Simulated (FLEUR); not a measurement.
Input of a FLEUR MaX-R8.1 (later development tree) run:

inp.xml

```xml
<?xml version="1.0" encoding="UTF-8" standalone="no"?>
<fleurInput fleurInputVersion="0.39">
   <comment>
      Cu2O                                                                                                
   </comment>
   <calculationSetup>
      <cutoffs Kmax="5.36" Gmax="16.6" GmaxXC="16.6" numbands="0"/>
      <scfLoop itmax="60" minDistance="0.00001" maxIterBroyd="15" imix="Anderson" alpha="0.05" precondParam="0.0" spinf="2.0" sdNocoIR="T"/>
      <coreElectrons ctail="F" frcor="F" kcrel="0" coretail_lmax="0"/>
      <xcFunctional name="LibXC" relativisticCorrections="F">
         <LibXCName exchange="mgga_x_scan" correlation="mgga_c_scan"/>
         <AuxGGA exchange="117" correlation="130"/>
      </xcFunctional>
      <magnetism jspins="1"/>
      <soc l_soc="F" theta="0.0" phi="0.0" spav="F"/>
      <expertModes spex="0" secvar="F"/>
      <geometryOptimization l_f="F" forcealpha="1.0" forcemix="BFGS" epsdisp="0.00001" epsforce="0.00001"/>
      <ldaU l_linMix="F" mixParam="0.05" spinf="1.0"/>
   </calculationSetup>
   <cell>
      <bzIntegration valenceElectrons="88.0" mode="hist" fermiSmearingEnergy="0.00183747">
         <kPointListSelection listName="default-1"/>
         <!-- k-points included here -->
         <xi:include xmlns:xi="http://www.w3.org/2001/XInclude" href="kpts.xml"> </xi:include>
      </bzIntegration>
      <!-- symmetry operations included here -->
      <xi:include xmlns:xi="http://www.w3.org/2001/XInclude" href="sym.xml"> </xi:include>
      <bulkLattice scale="1.0">
         <bravaisMatrix>
            <row-1>    8.0502332907959993     0.0000000000000000     0.0000000000000000</row-1>
            <row-2>    0.0000000000000000     8.0502332907959993     0.0000000000000000</row-2>
            <row-3>    0.0000000000000000     0.0000000000000000     8.0502332907959993</row-3>
         </bravaisMatrix>
      </bulkLattice>
   </cell>
   <atomSpecies>
      <species name="Copper (Cu)" element="Cu" atomicNumber="29">
         <mtSphere radius="1.83" gridPoints="605" logIncrement="0.02"/>
         <atomicCutoffs lmax="8" lnonsphr="6"/>
         <electronConfig flipSpins="F">
            <coreConfig>(1s1/2) (2s1/2) (2p1/2) (2p3/2)</coreConfig>
            <valenceConfig>(3s1/2) (3p1/2) (3p3/2) (4s1/2) (3d3/2) (3d5/2)</valenceConfig>
            <stateOccupation state="(4s1/2)" spinUp="0.500000" spinDown="0.500000"/>
         </electronConfig>
         <energyParameters s="4" p="4" d="3" f="4"/>
         <lo type="SCLO" l="0" n="3" eDeriv="0"/>
         <lo type="SCLO" l="1" n="3" eDeriv="0"/>
         <lo type="SCLO" l="1" n="3" eDeriv="1"/>
         <lo type="SCLO" l="2" n="3" eDeriv="2"/>
         <lo type="SCLO" l="3" n="4" eDeriv="2"/>
      </species>
      <species name="Oxygen (O)" element="O" atomicNumber="8">
         <mtSphere radius="1.4" gridPoints="463" logIncrement="0.023"/>
         <atomicCutoffs lmax="8" lnonsphr="6"/>
         <electronConfig flipSpins="F">
            <coreConfig>(1s1/2)</coreConfig>
            <valenceConfig>(2s1/2) (2p1/2) (2p3/2)</valenceConfig>
            <stateOccupation state="(2p1/2)" spinUp="0.666667" spinDown="0.666667"/>
            <stateOccupation state="(2p3/2)" spinUp="1.333333" spinDown="1.333333"/>
         </electronConfig>
         <energyParameters s="2" p="2" d="3" f="4"/>
         <lo type="SCLO" l="0" n="2" eDeriv="2"/>
         <lo type="SCLO" l="1" n="2" eDeriv="2"/>
         <lo type="SCLO" l="2" n="3" eDeriv="2"/>
      </species>
   </atomSpecies>
   <atomGroups>
      <atomGroup species="Copper (Cu)">
         <relPos label="                   1">1.000/2.000 .0000000000 1.000/2.000</relPos>
         <relPos label="                   2">1.000/2.000 1.000/2.000 .0000000000</relPos>
         <relPos label="                   3">.0000000000 1.000/2.000 1.000/2.000</relPos>
         <relPos label="                   4">.0000000000 .0000000000 .0000000000</relPos>
         <force calculate="T" relaxXYZ="TTT"/>
      </atomGroup>
      <atomGroup species="Oxygen (O)">
         <relPos label="                   5">1.000/4.000 1.000/4.000 1.000/4.000</relPos>
         <relPos label="                   6">-1.000/4.000 -1.000/4.000 -1.000/4.000</relPos>
         <force calculate="T" relaxXYZ="TTT"/>
      </atomGroup>
   </atomGroups>
   <output dos="F" band="F" slice="F">
      <checks vchk="F" cdinf="F"/>
      <bandDOS minEnergy="-.5*Htr" maxEnergy="0.5*Htr" sigma="0.015" storeEVData="T"/>
      <vacuumDOS vacdos="F" integ="F" star="F" nstars="0" locx1="0.0" locy1="0.0" locx2="0.0" locy2="0.0" nstm="0" tworkf="0.0"/>
      <unfoldingBand unfoldBand="F" supercellX="1" supercellY="1" supercellZ="1"/>
      <plotting iplot="0" polar="F">
         <plot TwoD="T" vec1="  1.0  0.0  0.0" vec2="  0.0  1.0  0.0" vec3="  0.0  0.0  1.0" zero="  0.0  0.0  0.0" file="plot"/>
      </plotting>
      <chargeDensitySlicing numkpt="0" minEigenval="0.0" maxEigenval="0.0" nnne="0" pallst="F"/>
      <specialOutput eonly="F"/>
      <moessbauerParams electricFieldGradient="T" isomerShift="T" coreHyperfine="T" valenceHyperfine="T"/>
      <magneticCircularDichroism mcd="F" energyLo="-10.0" energyUp="0.0"/>
   </output>
  <!-- We include the file relax.xml here to enable relaxations (see documentation) -->
  <xi:include xmlns:xi="http://www.w3.org/2001/XInclude" href="relax.xml"> <xi:fallback/> </xi:include>
</fleurInput>
```

Contents of crystal.txt:

```
Cu2O
&input cartesian=F /
4.2600000000  0.0000000000  0.0000000000
0.0000000000  4.2600000000  0.0000000000
0.0000000000  0.0000000000  4.2600000000
1.8897261246
1.0 1.0 1.0

6
29 0.7500000000  0.2500000000  0.7500000000
29 0.7500000000  0.7500000000  0.2500000000
29 0.2500000000  0.7500000000  0.7500000000
29 0.2500000000  0.2500000000  0.2500000000
8 0.5000000000  0.5000000000  0.5000000000
8 0.0000000000  0.0000000000  0.0000000000

&kpt div1=6 div2=6 div3=6 gamma=T /
```

Contents of inp.xml (bands):

```
<?xml version="1.0" encoding="UTF-8" standalone="no"?>
<fleurInput fleurInputVersion="0.39">
   <comment>
      Cu2O                                                                                                
   </comment>
   <calculationSetup>
      <cutoffs Kmax="5.36" Gmax="16.6" GmaxXC="16.6" numbands="0"/>
      <scfLoop itmax="60" minDistance="0.00001" maxIterBroyd="15" imix="Anderson" alpha="0.05" precondParam="0.0" spinf="2.0" sdNocoIR="T"/>
      <coreElectrons ctail="F" frcor="F" kcrel="0" coretail_lmax="0"/>
      <xcFunctional name="LibXC" relativisticCorrections="F">
         <LibXCName exchange="mgga_x_scan" correlation="mgga_c_scan"/>
         <AuxGGA exchange="117" correlation="130"/>
      </xcFunctional>
      <magnetism jspins="1"/>
      <soc l_soc="F" theta="0.0" phi="0.0" spav="F"/>
      <expertModes spex="0" secvar="F"/>
      <geometryOptimization l_f="F" forcealpha="1.0" forcemix="BFGS" epsdisp="0.00001" epsforce="0.00001"/>
      <ldaU l_linMix="F" mixParam="0.05" spinf="1.0"/>
   </calculationSetup>
   <cell>
      <bzIntegration valenceElectrons="88.0" mode="hist" fermiSmearingEnergy="0.00183747">
         <kPointListSelection listName="path-1"/>
         <!-- k-points included here -->
         <xi:include xmlns:xi="http://www.w3.org/2001/XInclude" href="kpts.xml"> </xi:include>
      </bzIntegration>
      <!-- symmetry operations included here -->
      <xi:include xmlns:xi="http://www.w3.org/2001/XInclude" href="sym.xml"> </xi:include>
      <bulkLattice scale="1.0">
         <bravaisMatrix>
            <row-1>    8.0502332907959993     0.0000000000000000     0.0000000000000000</row-1>
            <row-2>    0.0000000000000000     8.0502332907959993     0.0000000000000000</row-2>
            <row-3>    0.0000000000000000     0.0000000000000000     8.0502332907959993</row-3>
         </bravaisMatrix>
      </bulkLattice>
   </cell>
   <atomSpecies>
      <species name="Copper (Cu)" element="Cu" atomicNumber="29">
         <mtSphere radius="1.83" gridPoints="605" logIncrement="0.02"/>
         <atomicCutoffs lmax="8" lnonsphr="6"/>
         <electronConfig flipSpins="F">
            <coreConfig>(1s1/2) (2s1/2) (2p1/2) (2p3/2)</coreConfig>
            <valenceConfig>(3s1/2) (3p1/2) (3p3/2) (4s1/2) (3d3/2) (3d5/2)</valenceConfig>
            <stateOccupation state="(4s1/2)" spinUp="0.500000" spinDown="0.500000"/>
         </electronConfig>
         <energyParameters s="4" p="4" d="3" f="4"/>
         <lo type="SCLO" l="0" n="3" eDeriv="0"/>
         <lo type="SCLO" l="1" n="3" eDeriv="0"/>
         <lo type="SCLO" l="1" n="3" eDeriv="1"/>
         <lo type="SCLO" l="2" n="3" eDeriv="2"/>
         <lo type="SCLO" l="3" n="4" eDeriv="2"/>
      </species>
      <species name="Oxygen (O)" element="O" atomicNumber="8">
         <mtSphere radius="1.4" gridPoints="463" logIncrement="0.023"/>
         <atomicCutoffs lmax="8" lnonsphr="6"/>
         <electronConfig flipSpins="F">
            <coreConfig>(1s1/2)</coreConfig>
            <valenceConfig>(2s1/2) (2p1/2) (2p3/2)</valenceConfig>
            <stateOccupation state="(2p1/2)" spinUp="0.666667" spinDown="0.666667"/>
            <stateOccupation state="(2p3/2)" spinUp="1.333333" spinDown="1.333333"/>
         </electronConfig>
         <energyParameters s="2" p="2" d="3" f="4"/>
         <lo type="SCLO" l="0" n="2" eDeriv="2"/>
         <lo type="SCLO" l="1" n="2" eDeriv="2"/>
         <lo type="SCLO" l="2" n="3" eDeriv="2"/>
      </species>
   </atomSpecies>
   <atomGroups>
      <atomGroup species="Copper (Cu)">
         <relPos label="                   1">1.000/2.000 .0000000000 1.000/2.000</relPos>
         <relPos label="                   2">1.000/2.000 1.000/2.000 .0000000000</relPos>
         <relPos label="                   3">.0000000000 1.000/2.000 1.000/2.000</relPos>
         <relPos label="                   4">.0000000000 .0000000000 .0000000000</relPos>
         <force calculate="T" relaxXYZ="TTT"/>
      </atomGroup>
      <atomGroup species="Oxygen (O)">
         <relPos label="                   5">1.000/4.000 1.000/4.000 1.000/4.000</relPos>
         <relPos label="                   6">-1.000/4.000 -1.000/4.000 -1.000/4.000</relPos>
         <force calculate="T" relaxXYZ="TTT"/>
      </atomGroup>
   </atomGroups>
   <output dos="F" band="T" slice="F">
      <checks vchk="F" cdinf="F"/>
      <bandDOS minEnergy="-.5*Htr" maxEnergy="0.5*Htr" sigma="0.015" storeEVData="T"/>
      <vacuumDOS vacdos="F" integ="F" star="F" nstars="0" locx1="0.0" locy1="0.0" locx2="0.0" locy2="0.0" nstm="0" tworkf="0.0"/>
      <unfoldingBand unfoldBand="F" supercellX="1" supercellY="1" supercellZ="1"/>
      <plotting iplot="0" polar="F">
         <plot TwoD="T" vec1="  1.0  0.0  0.0" vec2="  0.0  1.0  0.0" vec3="  0.0  0.0  1.0" zero="  0.0  0.0  0.0" file="plot"/>
      </plotting>
      <chargeDensitySlicing numkpt="0" minEigenval="0.0" maxEigenval="0.0" nnne="0" pallst="F"/>
      <specialOutput eonly="F"/>
      <moessbauerParams electricFieldGradient="T" isomerShift="T" coreHyperfine="T" valenceHyperfine="T"/>
      <magneticCircularDichroism mcd="F" energyLo="-10.0" energyUp="0.0"/>
   </output>
  <!-- We include the file relax.xml here to enable relaxations (see documentation) -->
  <xi:include xmlns:xi="http://www.w3.org/2001/XInclude" href="relax.xml"> <xi:fallback/> </xi:include>
</fleurInput>
```

Potentials or basis: all-electron, FLAPW.

Run with:

```bash
$ inpgen -f crystal.txt -profile fastHighL
$ # inp.xml edited to the form shown
$ fleur_MPI
$ fleur_MPI   # second run, on inp.xml (bands)
```

Q: Estimate the band gap on the k mesh.

A: 0.79 eV, direct.

Q: Estimate the band gap along the path.

A: 0.79 eV, direct.

Levels at the corners of the path, in eV from the valence-band top:
| point | band 41 | band 42 | band 43 | band 44 | band 45 | band 46 | band 47 | band 48 |
| --- | --- | --- | --- | --- | --- | --- | --- | --- |
| Γ | -1.64 | 0.00 | 0.00 | 0.00 | 0.79 | 1.44 | 1.44 | 8.38 |
| X | -1.32 | -1.32 | -0.36 | -0.36 | 2.52 | 2.52 | 4.48 | 4.48 |
| M | -1.33 | -1.33 | -0.65 | -0.65 | 2.17 | 2.17 | 4.13 | 4.13 |
| Γ | -1.64 | 0.00 | 0.00 | 0.00 | 0.79 | 1.44 | 1.44 | 8.38 |
| R | -0.87 | -0.61 | -0.61 | -0.61 | 2.68 | 2.68 | 2.68 | 5.21 |
| X | -1.32 | -1.32 | -0.36 | -0.36 | 2.52 | 2.52 | 4.48 | 4.48 |
| M | -1.33 | -1.33 | -0.65 | -0.65 | 2.17 | 2.17 | 4.13 | 4.13 |
| R | -0.87 | -0.61 | -0.61 | -0.61 | 2.68 | 2.68 | 2.68 | 5.21 |

Caveat: the meta-GGA is that of a development version, with a GGA for the radial functions and cores and without core tails.

**The experiment to reproduce.**

“Importance of surface oxygen vacancies for ultrafast hot carrier relaxation and transport in Cu2O”, 2021, arxiv:2103.03167 quotes, for a bulk crystal of Cu2O: band gap 2.17 eV (direct).

A measured gap of Cu2O is 2.17 eV (direct; quoted in “Importance of surface oxygen vacancies for ultrafast hot carrier relaxation and transport in Cu2O”, 2021, arxiv:2103.03167); the calculated 0.79 eV misses it by -1.38 eV. So large a miss can be the level of theory's own, or it may mean another phase, state or a wrong row. The value is that of SCAN, without temperature or zero-point motion.
